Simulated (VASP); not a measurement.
# P (R-3m) in VASP: single point with PBEsol

Aim: the single point of P with PBEsol.

Program: VASP 6.6.1. These are calculated values, not measurements. Logs are shortened: lines on timing, memory, paths and dates and some standing lists are left out, and cuts for length are marked.

## 1. The crystal as given

The structure is trigonal, space group R-3m (No. 166). Conventional cell: a = 3.451 Å, b = 3.451 Å, c = 9.389 Å, α = 90.00°, β = 90.00°, γ = 120.00°. P (site symmetry 3m) is surrounded by 3 P at 2.29 Å.

This isn't the form of P at room conditions, which is orthorhombic.

## 2. Single point, PBEsol

File INCAR:

```
  PREC = Accurate
  ENCUT = 520
  EDIFF = 1E-7
  ISMEAR = 0
  SIGMA = 0.15
  LREAL = F
  LASPH = T
  NELM = 100
  ALGO = Fast
  ISIF = 2
  LWAVE = F
  LCHARG = F
  GGA = PS
  NBANDS = 12
```

File KPOINTS:

```
Automatic mesh
0
Gamma
  18 18 18
```

File POSCAR:

```
P
1.0
    1.7257251780      0.9963478961      3.1296800121
   -1.7257251780      0.9963478961      3.1296800121
    0.0000000000     -1.9926957921      3.1296800121
P
2
Direct
    0.2270802500      0.2270802500      0.2270802500
    0.7729197500      0.7729197500      0.7729197500
```

Potentials or basis: VASP PAW PBE potentials, release 64 (P).

Command:

```console
$ cat potpaw_PBE.64/P/POTCAR > POTCAR
$ mpirun -np 1 vasp_std > vasp.out
```

OUTCAR:

```text
PREC = Accurate
   ENCUT = 520
   EDIFF = 1E-7
   ISMEAR = 0
   LREAL = F
   LASPH = T
   NELM = 100
   ISIF = 2
   GGA = PS

 ion  position               nearest neighbor table
   1  0.227  0.227  0.227-   2 2.29   2 2.29   2 2.29   2 2.82   2 2.82   2 2.82
   2  0.773  0.773  0.773-   1 2.29   1 2.29   1 2.29   1 2.82   1 2.82   1 2.82

  LATTYP: Found a trigonal (rhomboedric) cell.
 ALAT       =     3.7102201415
 COS(alpha) =     0.5673129383

  Lattice vectors:

 A1 = (   1.7257251780,   0.9963478961,   3.1296800121)
 A2 = (  -1.7257251780,   0.9963478961,   3.1296800121)
 A3 = (   0.0000000000,  -1.9926957921,   3.1296800121)

Analysis of symmetry for initial positions (statically):
=====================================================================
 Subroutine PRICEL returns:
 Original cell was already a primitive cell.

 Routine SETGRP: Setting up the symmetry group for a
 trigonal (rhombohedral) supercell.

 Subroutine GETGRP returns: Found 12 space group operations
 (whereof 12 operations were pure point group operations)
 out of a pool of 12 trial point group operations.

The static configuration has the point symmetry D_3d.

Analysis of symmetry for dynamics (positions and initial velocities):
=====================================================================
 Subroutine PRICEL returns:
 Original cell was already a primitive cell.

 Routine SETGRP: Setting up the symmetry group for a
 trigonal (rhombohedral) supercell.

 Subroutine GETGRP returns: Found 12 space group operations
 (whereof 12 operations were pure point group operations)
 out of a pool of 12 trial point group operations.

The dynamic configuration has the point symmetry D_3d.

 Subroutine INISYM returns: Found 12 space group operations
 (whereof 12 operations are pure point group operations),
 and found     1 'primitive' translations

----------------------------------------------------------------------------------------

                                     Primitive cell

  volume of cell :      32.2875

  direct lattice vectors                    reciprocal lattice vectors
     1.725725178  0.996347896  3.129680012     0.289733271  0.167277582  0.106507161
    -1.725725178  0.996347896  3.129680012    -0.289733271  0.167277582  0.106507161
     0.000000000 -1.992695792  3.129680012     0.000000000 -0.334555164  0.106507161

  length of vectors
     3.710220141  3.710220141  3.710220141     0.351099605  0.351099605  0.351099605

  position of ions in fractional coordinates (direct lattice)
     0.227080250  0.227080250  0.227080250
     0.772919750  0.772919750  0.772919750

  ion indices of the primitive-cell ions
   primitive index   ion index
                 1           1
                 2           2

----------------------------------------------------------------------------------------

 KPOINTS: Automatic mesh

Automatic generation of k-mesh.
 Grid dimensions read from file:
 generate k-points for:   18   18   18

 Generating k-lattice:

  Cartesian coordinates                     Fractional coordinates (reciprocal lattice)
     0.016096293  0.009293199  0.005917065     0.055555556  0.000000000  0.000000000
    -0.016096293  0.009293199  0.005917065     0.000000000  0.055555556  0.000000000
     0.000000000 -0.018586398  0.005917065    -0.000000000 -0.000000000  0.055555556

  Length of vectors
     0.019505534  0.019505534  0.019505534

  Shift w.r.t. Gamma in fractional coordinates (k-lattice)
     0.000000000  0.000000000  0.000000000

 Subroutine IBZKPT returns following result:
 ===========================================

 Found    580 irreducible k-points:

 Following reciprocal coordinates:
            Coordinates               Weight
  0.000000  0.000000  0.000000      1.000000
  0.055556 -0.000000  0.000000      6.000000
  0.111111 -0.000000  0.000000      6.000000
  0.166667 -0.000000 -0.000000      6.000000
  0.222222  0.000000  0.000000      6.000000
  0.277778 -0.000000 -0.000000      6.000000
[... 16 lines left out ...]
 -0.277778  0.055556  0.000000     12.000000
 -0.222222  0.055556  0.000000     12.000000
 [... further k-points ...]
   k-points           NKPTS =    580   k-points in BZ     NKDIM =    580   number of bands    NBANDS=     12
   number of dos      NEDOS =    301   number of ions     NIONS =      2
   total plane-waves  NPLWV =  21952
   dimension x,y,z NGX =    28 NGY =   28 NGZ =   28
   dimension x,y,z NGXF=    56 NGYF=   56 NGZF=   56
   ions per type =               2
   NGX,Y,Z   is equivalent  to a cutoff of  12.55, 12.55, 12.55 a.u.
   NGXF,Y,Z  is equivalent  to a cutoff of  25.09, 25.09, 25.09 a.u.
 SYSTEM =  unknown system
   PREC   = accura    normal or accurate (medium, high low for compatibility)
   ISTART =      0    job   : 0-new  1-cont  2-samecut
   ICHARG =      2    charge: 1-file 2-atom 10-const
   ISPIN  =      1    spin polarized calculation?
   LNONCOLLINEAR =      F non collinear calculations
   LSORBIT =      F    spin-orbit coupling
   LASPH  =      T    aspherical Exc in radial PAW
   ENCUT  =  520.0 eV  38.22 Ry    6.18 a.u.   6.90  6.90  6.90*2*pi/ulx,y,z
   NELM   =    100;   NELMIN=  2; NELMDL= -5     # of ELM steps
   EDIFF  = 0.1E-06   stopping-criterion for ELM
   LREAL  =      F    real-space projection
   EDIFFG = 0.1E-05   stopping-criterion for IOM
   NSW    =      0    number of steps for IOM
   IBRION =     -1    ionic relax: 0-MD 1-quasi-New 2-CG
   NFREE  =      0    steps in history (QN), initial steepest desc. (CG)
   ISIF   =      2    stress and relaxation
   ISYM   =      2    0-nonsym 1-usesym 2-fastsym
   POTIM  = 0.5000    time-step for ionic-motion
   TEBEG  =    0.0;   TEEND  =   0.0 temperature during run
   PSTRESS=    0.0 pullay stress
   NELECT =      10.0000    total number of electrons
   NUPDOWN=      -1.0000    fix difference up-down
   EMIN   =  10.00;   EMAX   =-10.00  energy-range for DOS
   EFERMI =   0.00;   METHOD = LEGACY
   ISMEAR =     0;   SIGMA  =   0.15  broadening in eV -4-tet -1-fermi 0-gaus
   EFERMI_NEDOS =   21; number of points for ismear=-14 and -15
   IALGO  =     68    algorithm
   IMIX   =      4    mixing-type and parameters
     AMIX     =   0.40;   BMIX     =  1.00
     AMIX_MAG =   1.60;   BMIX_MAG =  1.00
  volume/ion in A,a.u.               =      16.14       108.94
  Fermi-wavevector in a.u.,A,eV,Ry     =   1.107636  2.093128 16.692396  1.226857
  Thomas-Fermi vector in A             =   2.244152
   LORBIT       =      0    0 simple, 1 ext, 2 COOP (PROOUT), +10 PAW based schemes
   GGA     = PS    functional components
   LHFCALC =     F    Hartree Fock is set to
   AEXX    =    0.0000 exact exchange contribution
   IVDW    =     0    specifies the selected vdW correction
   LEPSILON=     F    determine dielectric tensor
   LRPA    =     F    only Hartree local field effects (RPA)
 non-spin polarized calculation
 RMM-DIIS sequential band-by-band and
 Gauss-broadening in eV      SIGMA  =   0.15
  energy-cutoff  :      520.00
  volume of cell :       32.29
 maximum number of plane-waves:       886
   NGX = 13   NGY = 13   NGZ = 13

 number of electron      10.0000000 magnetization

 Free energy of the ion-electron system (eV)
  ---------------------------------------------------
  ext. energy  EPLUGINS =         0.00000000
  ---------------------------------------------------
  free energy    TOTEN  =       -11.55349098 eV

  energy without entropy =      -11.54945061  energy(sigma->0) =      -11.55147079

 E-fermi :   8.9127     XC(G=0): -10.8703

 val. band max:        8.8992631818   @ k =   0.5000   0.0556  -0.0000
 cond. band min:       8.9153342171   @ k =   0.3889   0.2222   0.2222
 fundamental gap:      0.0160710354
 Fermi energy:         8.9127183889

 k-point     1 :       0.0000    0.0000    0.0000
  band No.  band energies     occupation
      1      -7.6197      2.00000
      2       5.3343      2.00000
      3       5.7718      2.00000
      4       6.0309      2.00000
      5       6.0309      2.00000
      6      10.2100      0.00000
      7      11.5340      0.00000
      8      11.5340      0.00000
      9      14.6925      0.00000
     10      14.6925      0.00000
     11      16.0294      0.00000
     12      16.0603      0.00000

 k-point     2 :       0.0556   -0.0000    0.0000
  band No.  band energies     occupation
      1      -7.5696      2.00000
      2       4.7519      2.00000
      3       5.7887      2.00000
      4       5.9886      2.00000
      5       6.3528      2.00000
      6      10.3871      0.00000
      7      11.5108      0.00000
      8      11.5424      0.00000
      9      14.3327      0.00000
     10      14.3822      0.00000
     11      15.2232      0.00000
     12      16.5931      0.00000

 k-point     3 :       0.1111   -0.0000    0.0000
  band No.  band energies     occupation
      1      -7.4194      2.00000
      2       3.7927      2.00000
      3       5.6807      2.00000
      4       5.8738      2.00000
      5       6.7939      2.00000
      6      10.6555      0.00000
      7      11.4794      0.00000
      8      11.5441      0.00000
      9      13.5983      0.00000
     10      14.0965      0.00000
     11      14.8288      0.00000
     12      17.6204      0.00000

 k-point     4 :       0.1667   -0.0000   -0.0000
  band No.  band energies     occupation
      1      -7.1698      2.00000
      2       2.7144      2.00000
      3       5.5608      2.00000
      4       5.7151      2.00000
      5       7.1638      2.00000
      6      10.5954      0.00000
      7      11.2112      0.00000
      8      11.4907      0.00000
      9      13.4023      0.00000
     10      14.2546      0.00000
     11      14.6261      0.00000
     12      18.8241      0.00000

 k-point     5 :       0.2222    0.0000    0.0000
  band No.  band energies     occupation
      1      -6.8225      2.00000
      2       1.5939      2.00000
      3       5.4727      2.00000
      4       5.5429      2.00000
      5       7.4650      2.00000
      6      10.3151      0.00000
      7      10.7932      0.00000
      8      10.9358      0.00000
      9      14.0995      0.00000
     10      14.6342      0.00000
     11      14.8301      0.00000
     12      20.1354      0.00000
[... 228 lines left out ...]
      1      -4.9493      2.00000
      2      -1.9457      2.00000
      3       4.6936      2.00000
      4       5.7279      2.00000
      5       7.6768      2.00000
      6       8.9596      0.65831
      7       9.1402      0.03195
      8      10.4304      0.00000
      9      16.0307      0.00000
     10      17.5070      0.00000
     11      19.4939      0.00000
     12      21.1511      0.00000

 k-point    22 :      -0.3333    0.0556    0.0000
  band No.  band energies     occupation
      1      -5.5844      2.00000
      2      -0.9749      2.00000
      3       4.7558      2.00000
      4       5.8111      2.00000
      5       7.6064      2.00000
      6       9.2380      0.00216
      7       9.3497      0.00004
      8      10.6583      0.00000
      9      15.2941      0.00000
     10      16.3012      0.00000
     11      18.2326      0.00000
     12      21.9951      0.00000

 k-point    23 :      -0.2778    0.0556    0.0000
  band No.  band energies     occupation
      1      -6.1485      2.00000
      2       0.0718      2.00000
      3       4.8664      2.00000
      4       5.8675      2.00000
      5       7.4885      2.00000
      6       9.6585      0.00000
      7       9.7126      0.00000
      8      10.9061      0.00000
      9      14.7077      0.00000
     10      15.2758      0.00000
     11      17.0081      0.00000
     12      21.1907      0.00000

 k-point    24 :      -0.2222    0.0556    0.0000
  band No.  band energies     occupation
      1      -6.6252      2.00000
      2       1.1618      2.00000
      3       5.0230      2.00000
      4       5.9178      2.00000
      5       7.3033      2.00000
      6      10.0751      0.00000
      7      10.2954      0.00000
      8      11.1478      0.00000
      9      13.9963      0.00000
     10      14.7804      0.00000
     11      15.9099      0.00000
     12      19.8757      0.00000

 [... further k-points ...]

------------------------ aborting loop because EDIFF is reached ----------------------------------------

  FORCE on cell =-STRESS in cart. coord.  units (eV):
  Direction    XX          YY          ZZ          XY          YZ          ZX
  --------------------------------------------------------------------------------------
  -------------------------------------------------------------------------------------
  Total       -0.2645382     -0.2645382     -0.5128091      0.0000000     -0.0000000      0.0000000
  in kB      -13.1269892    -13.1269892    -25.4467580      0.0000000     -0.0000000      0.0000000
  external PRESSURE =     -17.2335788 kB  Pullay stress =       0.0000000 kB

 VOLUME and BASIS-vectors are now :
 -----------------------------------------------------------------------------
  energy-cutoff  :      520.00
  volume of cell :       32.29
      direct lattice vectors                 reciprocal lattice vectors
     1.725725178  0.996347896  3.129680012     0.289733271  0.167277582  0.106507161
    -1.725725178  0.996347896  3.129680012    -0.289733271  0.167277582  0.106507161
     0.000000000 -1.992695792  3.129680012     0.000000000 -0.334555164  0.106507161

 POSITION                                       TOTAL-FORCE (eV/Angst)
 -----------------------------------------------------------------------------------
      0.00000      0.00000      2.13207         0.000000      0.000000      0.299433
      0.00000      0.00000      7.25697         0.000000     -0.000000     -0.299433
 -----------------------------------------------------------------------------------
    total drift:                                0.000000     -0.000000     -0.000000

  FREE ENERGIE OF THE ION-ELECTRON SYSTEM (eV)
  ---------------------------------------------------
  free  energy   TOTEN  =       -11.5534909762 eV

  energy  without entropy=      -11.5494506128  energy(sigma->0) =      -11.55147079
```

It took 3 min on 1 thread of Intel Xeon Platinum 8488C (Sapphire Rapids), shared host; peak memory 0.28 GiB.

Results:

```yaml
Free_energy: -11.5535 eV
Pressure: -1.7 GPa
Largest_force: 0.299 eV/Å
Band_gap_on_the_k_mesh: none (metal or under the smearing width)
```

Forces on the atoms (eV/Å):
```
P    0.000  0.000  0.299
P    0.000  0.000 -0.299
```

Levels at points of the mesh, in eV from the Fermi level:
```
           k point  band 3  band 4  band 5  band 6  band 7  band 8
(0.00, 0.00, 0.00)   -3.14   -2.88   -2.88    1.30    2.62    2.62
(0.50, 0.00, 0.00)   -3.85   -3.38   -0.68   -0.26    0.14    0.54
(0.50, 0.50, 0.00)   -6.82   -5.42   -5.40   -0.02    6.14    7.49
(0.50, 0.50, 0.50)   -2.81   -2.81   -0.13   -0.13    0.10    2.33
```

Caveat: the PAW data sets were made with another functional, which shifts forces and pressure a little.
